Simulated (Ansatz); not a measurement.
The system is Ta.

```
CELL_PARAMETERS angstrom
2.90037 0.00000 0.00000
-1.45019 2.51180 0.00000
0.00000 0.00000 5.16627
ATOMIC_POSITIONS crystal
Ta 0.33333 0.66667 0.25000
Ta 0.66667 0.33333 0.75000
```

This isn't the form of Ta at room conditions, which is bcc.

```yaml
Program: Ansatz 0.2.0
Task: relaxation of cell and atoms
Functional: PBEsol
Dispersion: D4
Potentials_or_basis: Ansatz PAW
Cutoff: "420 eV (not typed: the program's choice for these potentials)"
k_mesh: 11 × 11 × 5
Occupations: fermi-dirac, width 0.05 eV
Spin: no spin polarisation
```

At the start: volume 18.82 Å³/atom.

How do energy, volume and symmetry change on relaxing?

It ends after 6 steps and the volume is 17.97 Å³/atom (-4.5 %); space group P6_3/mmc (No. 194, to 0.05 Å).

Step by step:
```tsv
step	energy change (eV)	largest force (eV/Å)	volume (Å³)
1	0.0000	0.0000	37.64
2	-0.0482	0.0000	36.18
3	-0.0493	0.0000	35.95
4	-0.0489	0.0000	35.95
5	-0.0489	0.0000	35.94
6	-0.0489	0.0000	35.94
```

Final structure:
```xyz
2
Lattice="2.8525 0.0000 0.0000 -1.4263 2.4704 0.0000 0.0000 0.0000 5.1000" Properties=species:S:1:pos:R:3 pbc="T T T"
Ta    0.0000    1.6469    1.2750
Ta    1.4263    0.8235    3.8250
```

Caveat: the plane-wave basis is chosen anew once the cell has moved, so the energies of steps on either side of that aren't comparable; pairwise dispersion overbinds metals, which lowers pressure and volume; the PAW data sets come from PBE, with cores solved anew for the run's functional, which leaves a small shift of forces and pressure.
